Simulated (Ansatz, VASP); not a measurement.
## GdO: VASP beside Ansatz

The input POSCAR:

```
GdO
1.0
    2.8018137600      0.0000000000      0.0000000000
    0.0000000000      2.8018137600      0.0000000000
    0.0000000000      0.0000000000      2.8018137600
Gd O
1 1
Direct
    0.0000000000      0.0000000000      0.0000000000
    0.5000000000      0.5000000000      0.5000000000
```

File INCAR.step1:

```
SYSTEM = GdO
ALGO     = Normal         ! electronic algorithm
EDIFF    = 1E-4           ! SCF threshold, eV
ENCUT    = 520            ! plane-wave cutoff, eV
GGA      = PE             ! functional
ISMEAR   = -1             ! smearing method
ISPIN    = 2              ! spin polarisation
LASPH    = .TRUE.         ! aspherical terms in the spheres
LCHARG   = .FALSE.        ! write CHGCAR
LDAU     = .TRUE.         ! DFT+U
LDAUJ    = 0 0          
LDAUL    = 3 -1           ! shell
LDAUTYPE = 2            
LDAUU    = 3 0            ! U, eV
LMAXMIX  = 6              ! l up to which the mixer works
LREAL    = .FALSE.        ! projectors in reciprocal space
LWAVE    = .TRUE.         ! write WAVECAR
MAGMOM   = 7 0            ! initial moments
NBANDS   = 23             ! bands
NELM     = 150            ! most SCF steps
PREC     = Accurate       ! precision mode
SIGMA    = 0.05           ! smearing width, eV
```

File INCAR.step2:

```
SYSTEM = GdO
ALGO     = Normal         ! electronic algorithm
EDIFF    = 1E-6           ! SCF threshold, eV
ENCUT    = 520            ! plane-wave cutoff, eV
ISIF     = 2              ! what is computed and relaxed
ISMEAR   = -1             ! smearing method
ISPIN    = 2              ! spin polarisation
ISTART   = 1            
LASPH    = .TRUE.         ! aspherical terms in the spheres
LCHARG   = .TRUE.         ! write CHGCAR
LDAU     = .TRUE.         ! DFT+U
LDAUJ    = 0 0          
LDAUL    = 3 -1           ! shell
LDAUPRINT= 1            
LDAUTYPE = 2            
LDAUU    = 3 0            ! U, eV
LELF     = .TRUE.         ! ELF
LMAXMIX  = 6              ! l up to which the mixer works
LMIXTAU  = .TRUE.       
LORBIT   = 11             ! projections on sites
LREAL    = .FALSE.        ! projectors in reciprocal space
LVHAR    = .TRUE.       
LWAVE    = .FALSE.        ! write WAVECAR
MAGMOM   = 7 0            ! initial moments
METAGGA  = R2SCAN         ! meta-GGA
NBANDS   = 23             ! bands
NELM     = 150            ! most SCF steps
PREC     = Accurate       ! precision mode
SIGMA    = 0.05           ! smearing width, eV
```

The input KPOINTS:

```
k-points
0
G
  9 9 9
  0 0 0
```

input.yaml

```yaml
crystal:
  lattice:
    - [2.80181376, 0.0, 0.0]
    - [0.0, 2.80181376, 0.0]
    - [0.0, 0.0, 2.80181376]
  atoms:
    - { symbol: Gd, position: [0.0, 0.0, 0.0], spin: 7.0 }
    - { symbol: O, position: [0.5, 0.5, 0.5] }
hamiltonian:
  xc: r2scan
  pseudopotentials: { kind: paw }
  hubbard: { sites: [{ species: Gd, l: f, u_eff: 3.0 }] }
magnetization:
  spin_polarized: true
kpoints:
  mp_grid: { grid: [9, 9, 9] }
scf:
  occupations: { method: fermi_dirac, width: 0.05 }
  n_extra_bands: 6
output:
  forces: true
  stress: true
  eigenvalues: true
  dos: { projected: true, de: 0.05, nscf_kmesh: { grid: [14, 14, 14] } }
```

The cell comes from a database or a generator and needn't be the stable form of this composition.

Alike in both runs: functional r2SCAN; k mesh 9 × 9 × 9; occupations fermi-dirac, width 0.05 eV; collinear spin; Hubbard terms Gd f U = 3.0 eV.

```csv
,VASP,Ansatz
version,VASP 6.6.1,Ansatz 0.2.0
potentials or method,"VASP PAW PBE potentials, release 64 (Gd, O)",Ansatz PAW
plane-wave cutoff (eV),520,500
valence electrons in the cell,24,24
task,single point,projected density of states
```

|  | VASP | Ansatz | Ansatz less VASP |
| --- | --- | --- | --- |
| gap on the k mesh at the Fermi level (eV) | none | none | - |
| net moment per atom (μB) | 3.80 | 3.80 | -0.002 |
| size of the moment on the site where the two differ most (μB) | 0.03 | 0.01 | -0.024 |

Site moments also hang on the region over which each program counts them. The programs project onto different local orbitals, so the same U acts differently. A gap of «none» marks a metal or a gap that the smearing closes.

Caveats: spin-orbit coupling is left out, which moves the levels of the heavy elements; a cell with one magnetic atom can't hold antiferromagnetic order, which such compounds often take; the magnetic or orbital state may not be the lowest (Ansatz); the density of states is complete only up to the lowest level of the last band computed (Ansatz). The state reached can hang on the start; a lower one may exist.
